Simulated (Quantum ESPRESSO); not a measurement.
# CO2 under changes of volume

One of the cells (13.818 Å³/atom); the others are scaled copies at fixed shape and fractional positions:

```
O C
1.0
     2.63591   -2.38738    0.00000
     2.63591    2.38738    0.00000
     0.00000    0.00000    6.58717
O C
4 2
Direct
  0.30651 0.69349 0.60816
  0.69349 0.30651 0.39184
  0.19349 0.80651 0.10816
  0.80651 0.19349 0.89184
  0.50000 0.50000 0.50000
  0.00000 0.00000 0.00000
```

The cell comes from a database or a generator and needn't be the stable form of this composition.

| Item | Value |
| --- | --- |
| Program | Quantum ESPRESSO 7.5 |
| Functional | LDA |
| Potentials or basis | GBRV 1.5 LDA |
| Cutoff | 612 eV |
| Density cutoff | 4898 eV |
| k mesh | 8 × 8 × 4 |
| Occupations | fermi-dirac, width 0.05 eV |
| Spin | no spin polarisation |

| volume (Å³/atom) | energy over the lowest point (meV/atom) | pressure (GPa) | gap on the mesh (eV) |
| --- | --- | --- | --- |
| 12.988 | 12.82 | 6.7 | 6.62 |
| 13.265 | 3.72 | 3.5 | 6.52 |
| 13.541 | 0.00 | 0.5 | 6.43 |
| 13.818 | 1.14 | -2.2 | 6.34 |
| 14.094 | ? | ? | ? |
| 14.370 | 16.17 | -6.8 | 6.18 |
| 14.647 | 29.29 | -8.8 | 6.10 |

Q: What does the run at 14.094 Å³/atom give?

A: Energy over the lowest point 6.66 meV/atom; pressure -4.6 GPa; gap on the mesh 6.26 eV.

Worked out: A Birch-Murnaghan fit of order 3 (a polynomial in V^(-2/3)) to the other rows has its minimum at 13.61 Å³/atom with B0 = V·E''(V) = 135 GPa and B' = 3.9 at fixed shape and positions, which overstates the stiffness. It gives 6.67 meV/atom at 14.094 Å³/atom, against the run's 6.66, and -dE/dV = -4.4 GPa, against -4.6. A straight line through the other rows of the gap, of slope -4.3 eV per unit of ln V, gives 6.26 eV, against the run's 6.26.

Energies are extrapolated to zero smearing.

A mesh can miss the band edges.
